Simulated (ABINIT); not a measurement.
Crystal: NaH.

```
Na H
1.0
     0.00000    2.44000    2.44000
     2.44000    0.00000    2.44000
     2.44000    2.44000    0.00000
Na H
1 1
Direct
  0.00000 0.00000 0.00000
  0.50000 0.50000 0.50000
```

Base run:

| Quantity | Value |
| --- | --- |
| Program | ABINIT 10.8.3 (patched build) |
| Functional | TB-mBJ |
| Potentials or basis | JTH PAW LDA v2.0 |
| Cutoff | 1306 eV |
| k mesh | 9 × 9 × 9 |
| Occupations | fermi-dirac, width 0.05 eV |
| Spin | no spin polarisation |

Its results: band gap on the k mesh 6.74 eV, indirect (least direct gap 7.22 eV).

The run is repeated on the same cell with these changes: functional from TB-mBJ to PBEsol; potentials or basis from JTH PAW LDA v2.0 to PseudoDojo NC SR PBEsol v0.4.1 standard; cutoff from 1306 eV to 1197 eV. What comes out?

Band gap on the k mesh 3.83 eV, indirect (least direct gap 4.55 eV).

Caveats: the mesh misses the band edges, which the band path finds closer together; the constant c of TB-mBJ comes from the pseudo density here, which moves gaps by up to 0.3 eV between sets of potentials (some runs).
